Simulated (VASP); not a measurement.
# MnS: self-consistent run, by LSFBXC

MnS, Fm-3m (no. 225), 2 atoms in the cell. PBE; PAW potentials Mn_pv, S (PBE set).

| LSFBXC | Pressure (GPa) | Gap on the mesh (eV) | Time (s) |
|---|---|---|---|
| default | -3.36 | 0.000 | 378 |
| .True. | -10.25 | 0.000 | 1312 |

## Input of the first row

INCAR:
```
SYSTEM = MnS
ALGO = Normal
EDIFF = 1E-6
ENCUT = 520
ISIF = 2
ISMEAR = 0
ISYM = -1
LASPH = .True.
LCHARG = .False.
LMAXMIX = 4
LNONCOLLINEAR = .True.
LORBIT = 11
LREAL = .False.
LWAVE = .False.
MAGMOM = -2.606 -3.76 -0.375 0 0 0
NELM = 200
PREC = Accurate
SIGMA = 0.02
```

KPOINTS:
```
k-points
0
Gamma
  6 6 6
```

POSCAR:
```
MnS
1.0
    0.0000000000      2.6045000000      2.6045000000
    2.6045000000      0.0000000000      2.6045000000
    2.6045000000      2.6045000000      0.0000000000
Mn S
1 1
Direct
    0.0000000000      0.0000000000      0.0000000000
    0.5000000000      0.5000000000      0.5000000000
```

Commands:
```
cat potpaw_PBE.64/Mn_pv/POTCAR potpaw_PBE.64/S/POTCAR > POTCAR
mpirun -np 1 vasp_ncl > vasp.out
```

Changes of the last row against the first:
```
+ LSFBXC = True
```

VASP 6.6.1 took 378 s on 1 core (Intel Xeon 6975P-C (Granite Rapids)), a shared host.
